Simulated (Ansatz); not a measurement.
Zn, 2 atoms in the cell. Symmetry: P6_3/mmc, No. 194, hexagonal system. Conventional cell: a = 2.670 Å, b = 2.670 Å, c = 4.966 Å, α = 90.00°, β = 90.00°, γ = 120.00°. Zn (site symmetry -6m2) is surrounded by 12 Zn at 2.67 to 2.92 Å. 

```yaml
Program: Ansatz 0.2.0
Task: phonons
Functional: SVWN5
Potentials_or_basis: all-electron LAPW, scalar-relativistic
Cutoff: 361 eV (chosen from the basis error)
Basis_error_allowed: 0.0001 eV/atom
k_mesh: 11 × 11 × 6
Occupations: gaussian, width 0.1 eV
Spin: collinear spin, ferromagnetic start
Starting_moments: "[0.875, 0.125] μB"
Fixed_moment: 1 μB
```

Potentials or basis: all-electron LAPW, scalar-relativistic.

Command:

```sh
$ ansatz run input.yaml --threads 1 --pin off --max-ram 2560MiB --backend cpu --events-out ev --progress --plain --runs-dir out
```

Hardware: 1 thread of Intel(R) Xeon(R) Platinum 8375C CPU @ 2.90GHz (Ice Lake), with other jobs on the host.

Q: Estimate the wall time of this run.

A: Run time: 9.7 min on 1 thread of Intel(R) Xeon(R) Platinum 8375C CPU @ 2.90GHz (Ice Lake) (shared host), peak memory 1.2 GiB. Counts: scf iterations 31, plane waves 465, k points 64, bands 25.
